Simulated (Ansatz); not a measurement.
## What strain does to SrO (wurtzite)

SrO built on the wurtzite prototype (no longer in that coordination), relaxed with r2SCAN in Ansatz 0.2.0. Space group P6_3/mmc (No. 194), hexagonal; a = 4.270 Å, c = 5.144 Å in the conventional setting, 20.31 Å³ an atom. Around Sr lie 5 O at 2.47–2.57 Å; around O lie 5 Sr at 2.47–2.57 Å. The cell started from the wurtzite prototype, but the relaxation took it to the higher symmetry P6_3/mmc (No. 194), so the name no longer describes it.

The axes x, y and z are those of this cell:
```
Sr O
1.0
     4.27003    0.00000    0.00000
    -2.13502    3.69796    0.00000
     0.00000    0.00000    5.14445
Sr O
2 2
Cartesian
  0.0000 2.4653 -0.3215
  2.1350 1.2327 2.2507
  0.0000 2.4653 2.2507
  2.1350 1.2327 4.8229
```

Unstrained: PBE gives a direct gap of 2.658 eV at Γ. r2SCAN gives a direct gap of 3.032 eV at Γ. HSE06 gives a direct gap of 4.004 eV at Γ. Meshes: PBE 12×12×6, r2SCAN 12×12×6, HSE06 6×6×4. Strains are changes of length per length, and xy shears are angles. After each strain the atoms were relaxed again with r2SCAN within the symmetry that the strain leaves, so tilts or polar shifts that break it weren't tested; points keep the names that they have in the unstrained zone. No spin polarisation. The prototype was imposed, so other structures may be more stable.

Changes of the least gap in eV (an overlap counts as a negative gap):
```json
{"strain": "xy shear, engineering strain (angle) -4.0 %", "volume change (%)": "0.0", "space group": "P2_1/m", "PBE": "-0.002", "r2SCAN": "0.000", "HSE06": "-0.002", "energy rise, r2SCAN (meV/atom)": "1.0"}
{"strain": "isotropic +4.0 % on every length", "volume change (%)": "+12.5", "space group": "P6_3/mmc", "PBE": "-0.368", "r2SCAN": "-0.366", "HSE06": "-0.427", "energy rise, r2SCAN (meV/atom)": "60.5"}
{"strain": "epitaxial +4.0 % in the xy plane, free normal strain -1.87 %", "volume change (%)": "+6.1", "space group": "P6_3/mmc", "PBE": "-0.368", "r2SCAN": "-0.381", "HSE06": "-0.374", "energy rise, r2SCAN (meV/atom)": "27.1"}
{"strain": "uniaxial +2.0 % along z", "volume change (%)": "+2.0", "space group": "P6_3/mmc", "PBE": "-0.011", "r2SCAN": "-0.005", "HSE06": "-0.028", "energy rise, r2SCAN (meV/atom)": "3.8"}
```

Xy shear, engineering strain (angle) -4.0 %. HSE06: the gap goes from 4.004 to 4.002 eV (-0.002 eV). Stress change with r2SCAN, compression positive: xx -0.10, yy +0.02, zz -0.05, xy +0.39 GPa.

Isotropic +4.0 % on every length. HSE06: the gap goes from 4.004 to 3.577 eV (-0.427 eV). Stress change with r2SCAN, compression positive: xx -6.65, yy -6.65, zz -7.34 GPa. For HSE06, dE_g/d ln V = -3.6 eV over this step.

Epitaxial +4.0 % in the xy plane, free normal strain -1.87 %. HSE06: the gap goes from 4.004 to 3.630 eV (-0.374 eV). Stress change with r2SCAN, compression positive: xx -4.82, yy -4.82, zz +0.02 GPa.

Uniaxial +2.0 % along z, other directions held. HSE06: the gap goes from 4.004 to 3.976 eV (-0.028 eV). Stress change with r2SCAN, compression positive: xx -0.78, yy -0.78, zz -2.84 GPa.

The meshes of the hybrids are coarse, so their gaps aren't converged to the digits shown.
